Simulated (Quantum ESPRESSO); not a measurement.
The system is YN.

```
Y N
1.0
     0.00000    2.43850    2.43850
     2.43850    0.00000    2.43850
     2.43850    2.43850    0.00000
Y N
1 1
Direct
  0.00000 0.00000 0.00000
  0.50000 0.50000 0.50000
```

Base run:

```yaml
Program: Quantum ESPRESSO 7.5
Functional: PBE
Potentials_or_basis: SG15 PBE 1.2
Cutoff: 1197 eV
Density_cutoff: 4789 eV
k_mesh: 6 × 6 × 6
Occupations: fermi-dirac, width 0.05 eV
Spin: no spin polarisation
```

Its results: band gap on the k mesh 0.16 eV, indirect (least direct gap 0.55 eV); pressure 3.1 GPa.

Task: The run is repeated on the same cell with these changes: k mesh from 6 × 6 × 6 to 5 × 5 × 5. What comes out?

Result: Band gap on the k mesh 0.34 eV, indirect (least direct gap 0.78 eV); pressure 3.3 GPa.

Caveats: some runs use coarse meshes; an odd mesh through Γ misses points on the zone boundary, where band edges often lie (some runs).

Not every run made on this cell is shown here.
